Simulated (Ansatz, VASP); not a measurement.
## TePb: VASP beside Ansatz

```xyz
2
Lattice="0.3724 3.0294 3.1885 3.4167 -0.0148 3.5757 3.4018 3.4018 0.0000" Properties=species:S:1:pos:R:3 pbc="T T T"
Te    3.4091    3.0219    3.3821
Pb    0.1864    0.1864    0.0000
```

Alike in both runs: task single point; functional PBEsol; k mesh 8 × 8 × 8; occupations gaussian, width 0.02 eV; no spin polarisation.

|  | VASP | Ansatz |
| --- | --- | --- |
| version | VASP 6.6.1 | Ansatz 0.2.0 |
| potentials or method | VASP PAW PBE potentials, release 64 (Te, Pb_d) | scalar-relativistic, plane waves, PAW |
| plane-wave cutoff (eV) | 520 | 420 |
| valence electrons in the cell | 20 | 30 |

VASP gave:

* gap on the k mesh at the Fermi level (eV): none
* pressure (GPa): 2.2
* largest component of the traceless stress (GPa): 5.79
* rms of the force components (eV/Å): 0.729

Task: What did Ansatz give for the same quantities?

Result: gap on the k mesh at the Fermi level (eV): none; pressure (GPa): 2.2; largest component of the traceless stress (GPa): 5.74; rms of the force components (eV/Å): 0.721.

Atom by atom the forces differ by 0.008 eV/Å (rms over components). A gap of «none» marks a metal or a gap that the smearing closes. With one functional, cell and mesh, what is left measures potentials, basis and numerics. The two sets of potentials don't hold the same shells in valence.

Caveats: the PAW data sets were made with another functional, which shifts forces and pressure a little (VASP). Spin-orbit coupling is left out, which matters for the levels of Pb, Te.
